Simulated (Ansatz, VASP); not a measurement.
# BN: VASP beside Ansatz

```
CELL_PARAMETERS angstrom
2.55458 0.00000 0.00000
-1.27729 2.21233 0.00000
0.00000 0.00000 4.22451
ATOMIC_POSITIONS crystal
B 0.66667 0.33333 0.99981
B 0.33333 0.66667 0.49981
N 0.66667 0.33333 0.62519
N 0.33333 0.66667 0.12519
```

Measurements of this composition are mostly on another form, of space group No. 194.

Alike in both runs: task single point; functional PBE; k mesh 12 × 12 × 6; occupations gaussian, width 0.05 eV; no spin polarisation.

```csv
,VASP,Ansatz
version,VASP 6.6.1,Ansatz 0.2.0
potentials or method,"VASP PAW PBE potentials, release 64 (B, N)","scalar-relativistic, plane waves, PAW"
plane-wave cutoff (eV),520,420
valence electrons in the cell,16,16
```

|  | VASP | Ansatz | Ansatz less VASP |
| --- | --- | --- | --- |
| gap on the k mesh at the Fermi level (eV) | 5.21 | 5.23 | +0.017 |
| least direct gap on the mesh (eV) | 8.24 | 8.24 | +0.007 |
| pressure (GPa) | 0.2 | 0.0 | -0.24 |

The functional is the same, so the differences come from potentials, cutoffs and numerics.

A k mesh can miss the band edges. A hybrid or GW would open this gap; PBE tends to underestimate it.
